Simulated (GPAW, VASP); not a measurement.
Given: the input of a run of GPAW 26.7.0 (ASE script) on CdS (Greenockite). 

File run.py:

```python
from ase import Atoms
from ase.dft.bandgap import bandgap
from ase.io import write
from ase.units import GPa
from gpaw import GPAW, PW

atoms = Atoms(['Cd', 'Cd', 'S', 'S'],
              cell=[[4.15, 0.0, 0.0],
                    [-2.075, 3.5940054257, 0.0],
                    [0.0, 0.0, 6.737]],
              scaled_positions=[[0.6666666667, 0.3333333333, 0.5],
                                [0.3333333333, 0.6666666667, 0.0],
                                [0.6666666667, 0.3333333333, 0.875],
                                [0.3333333333, 0.6666666667, 0.375]],
              pbc=True)

calc = GPAW(mode=PW(600),
            xc='PBE',
            kpts={'size': (7, 7, 4), 'gamma': True},
            occupations={'name': 'methfessel-paxton', 'order': 0, 'width': 0.020999999999999998},
            nbands=31,
            convergence={'density': 1e-05, 'energy': 1e-05},
            maxiter=150,
            txt='gpaw.txt')
atoms.calc = calc
energy = atoms.get_potential_energy()
forces = atoms.get_forces()
stress = atoms.get_stress()
calc.write('gs.gpw')
write('result.traj', atoms)
print(f'Energy: {energy:.6f} eV')
print('Forces (eV/A):')
print(forces.round(4))
print('Stress (GPa):', (stress / GPa).round(3))
print('Fermi level:', round(calc.get_fermi_level(), 4), 'eV')
print(f'Gap: {bandgap(calc)[0]:.4f} eV, direct: {bandgap(calc, direct=True)[0]:.4f} eV')
```

Potentials or basis: GPAW PAW data sets (gpaw-data 1.2.1), pw.

Launch:

```console
$ OMP_NUM_THREADS=1 python run.py
```

Problem. Set up the same calculation for VASP 6.6.1. Potentials or basis there: PBE PAW files Cd, S, 520 eV.

Solution. As run (cutoffs and basis follow the program's own potentials, and thresholds, step limits or extra output files can differ):

The input INCAR:

```
PREC = Accurate
ENCUT = 520
EDIFF = 1E-6
ISMEAR = 0
SIGMA = 0.020999999999999998
LREAL = F
LASPH = T
NELM = 100
ALGO = Normal
ISIF = 2
LWAVE = F
LCHARG = T
GGA = PE
LELF = T
LVHAR = T
NBANDS = 26
```

Contents of KPOINTS:

```
regular mesh
0
Gamma
  7 7 4
```

File POSCAR:

```
CdS
1.0
    4.1500000000      0.0000000000      0.0000000000
   -2.0750000000      3.5940054257      0.0000000000
    0.0000000000      0.0000000000      6.7370000000
Cd S
2 2
Direct
    0.6666666667      0.3333333333      0.5000000000
    0.3333333333      0.6666666667      0.0000000000
    0.6666666667      0.3333333333      0.8750000000
    0.3333333333      0.6666666667      0.3750000000
```

Potentials or basis: VASP PAW PBE potentials, release 64 (Cd, S).

Launch:

```sh
$ cat potpaw_PBE.64/Cd/POTCAR potpaw_PBE.64/S/POTCAR > POTCAR
$ mpirun -np 1 vasp_std > vasp.out
```

Both were run:

|  | GPAW | VASP |
| --- | --- | --- |
| Pressure | 1.8 GPa | 2.4 GPa |
| Largest force | 0.067 eV/Å | 0.069 eV/Å |

Pressure is positive in compression.
